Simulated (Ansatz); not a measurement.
Base system: GeO2 (space group P3_121, No. 152; a = 5.093 Å, c = 5.768 Å).

Structures relaxed with plane-wave PAW DFT at the PBE level (Ansatz, a first-principles code, 420 eV), no SOC.

Base:

Simulated powder pattern, Cu Kα1, λ = 1.54056 Å (kinematic, ideal powder, no thermal factors, no anomalous dispersion; the 14 strongest lines at most, above 2 %, up to 2θ = 90°):

| 2θ (°) | I/Imax (%) | hkl |
|---|---|---|
| 20.11 | 19 | (100) |
| 25.40 | 100 | (101) |
| 35.21 | 9.6 | (110) |
| 37.22 | 20 | (012) |
| 38.61 | 13 | (111) |
| 40.88 | 18 | (200) |
| 47.60 | 12 | (112) |
| 52.17 | 5.4 | (022) |
| 57.49 | 16 | (121) |
| 64.21 | 10 | (023) |
| 64.51 | 12 | (212) |
| 65.45 | 8.6 | (301) |
| 68.39 | 6.3 | (104) |
| 72.04 | 5.3 | (032) |

Now apply this change: a negative pressure, −1 GPa.

After the change:

Simulated powder pattern, Cu Kα1, λ = 1.54056 Å (kinematic, ideal powder, no thermal factors, no anomalous dispersion; the 14 strongest lines at most, above 2 %, up to 2θ = 90°):

```json
[
 {"2θ (°)": "19.89", "I/Imax (%)": "19", "hkl": "(100)"},
 {"2θ (°)": "25.17", "I/Imax (%)": "100", "hkl": "(101)"},
 {"2θ (°)": "34.81", "I/Imax (%)": "9.0", "hkl": "(110)"},
 {"2θ (°)": "36.94", "I/Imax (%)": "19", "hkl": "(012)"},
 {"2θ (°)": "38.21", "I/Imax (%)": "13", "hkl": "(111)"},
 {"2θ (°)": "40.41", "I/Imax (%)": "18", "hkl": "(200)"},
 {"2θ (°)": "47.16", "I/Imax (%)": "13", "hkl": "(112)"},
 {"2θ (°)": "51.66", "I/Imax (%)": "4.8", "hkl": "(022)"},
 {"2θ (°)": "56.83", "I/Imax (%)": "16", "hkl": "(121)"},
 {"2θ (°)": "63.65", "I/Imax (%)": "11", "hkl": "(023)"},
 {"2θ (°)": "63.81", "I/Imax (%)": "12", "hkl": "(212)"},
 {"2θ (°)": "64.67", "I/Imax (%)": "8.3", "hkl": "(301)"},
 {"2θ (°)": "67.92", "I/Imax (%)": "6.1", "hkl": "(014)"},
 {"2θ (°)": "71.21", "I/Imax (%)": "5.2", "hkl": "(032)"}
]
```

The indices refer to the base's conventional cell; one index is shown for lines that coincide.

Load acts through the strain it causes; cell and atoms are relaxed under it. Stability against distortions was not tested.
